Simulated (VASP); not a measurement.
Write the native input for VASP 6.6.1 that does the following.

| Property | Result |
| --- | --- |
| Task | band structure |
| Functional | PBEsol |
| Potentials or basis | VASP PAW PBE potentials, release 64 (In_d, Se) |
| Cutoff | 520 eV |
| k mesh | 8 × 8 × 8 |
| Occupations | gaussian, width 0.02 eV |
| Spin | no spin polarisation |
| Ladder | gaps |
| Further INCAR settings | ALGO = Normal; EDIFF = 1e-06; NBANDS = 27 |

The structure of InSe lies in POSCAR:

```
InSe
1.0
    2.0000000000      1.1547005384      8.4400000000
   -2.0000000000      1.1547005384      8.4400000000
    0.0000000000     -2.3094010768      8.4400000000
In Se
2 2
Direct
    0.8886000000      0.8886000000      0.8886000000
    0.0000000000      0.0000000000      0.0000000000
    0.1719000000      0.1719000000      0.1719000000
    0.3835000000      0.3835000000      0.3835000000
```

These files were run (other wordings do the same):

INCAR

```
SYSTEM = InSe
ALGO     = Normal         ! electronic algorithm
EDIFF    = 1E-6           ! SCF threshold, eV
ENCUT    = 520            ! plane-wave cutoff, eV
GGA      = PS             ! functional
ISIF     = 2              ! what is computed and relaxed
ISMEAR   = 0              ! smearing method
LASPH    = .True.         ! aspherical terms in the spheres
LCHARG   = .False.        ! write CHGCAR
LREAL    = .False.        ! projectors in reciprocal space
LWAVE    = .False.        ! write WAVECAR
NBANDS   = 27             ! bands
NELM     = 60             ! most SCF steps
PREC     = Accurate       ! precision mode
SIGMA    = 0.02           ! smearing width, eV
```

KPOINTS

```
k-points
0
Gamma
  8 8 8
  0 0 0
```

KPOINTS_OPT

```
path GLB1,BZGX,QFP1Z,LP
20
line-mode
reciprocal
 0.0000000000  0.0000000000  0.0000000000  G
 0.5000000000  0.0000000000  0.0000000000  L

 0.5000000000  0.0000000000  0.0000000000  L
 0.5000000000  0.1791451724 -0.1791451724  B1

 0.8208548276  0.5000000000  0.1791451724  B
 0.5000000000  0.5000000000  0.5000000000  Z

 0.5000000000  0.5000000000  0.5000000000  Z
 0.0000000000  0.0000000000  0.0000000000  G

 0.0000000000  0.0000000000  0.0000000000  G
 0.3395725862  0.0000000000 -0.3395725862  X

 0.6604274138  0.3395725862  0.0000000000  Q
 0.5000000000  0.5000000000  0.0000000000  F

 0.5000000000  0.5000000000  0.0000000000  F
 0.6604274138  0.6604274138  0.1791451724  P1

 0.6604274138  0.6604274138  0.1791451724  P1
 0.5000000000  0.5000000000  0.5000000000  Z

 0.5000000000  0.0000000000  0.0000000000  L
 0.8208548276  0.3395725862  0.3395725862  P
```

Potentials or basis: VASP PAW PBE potentials, release 64 (In_d, Se).

Command:

```sh
$ cat potpaw_PBE.64/In_d/POTCAR potpaw_PBE.64/Se/POTCAR > POTCAR
$ mpirun -np 1 vasp_std > vasp.out
```

Results of the run:

```yaml
Pressure: 0.2 GPa
Largest_force: 0.320 eV/Å
Band_gap_on_the_k_mesh: 0.33 eV, direct
Band_gap_along_the_path: 0.33 eV, direct
```

Caveat: the PAW data sets were made with another functional, which shifts forces and pressure a little; spin-orbit coupling is left out, which moves the levels of the heavy elements.

Run time: 40 min on 1 thread of Intel(R) Xeon(R) Platinum 8259CL CPU @ 2.50GHz (Skylake/Cascade Lake), on a shared host, peak memory 0.75 GiB.
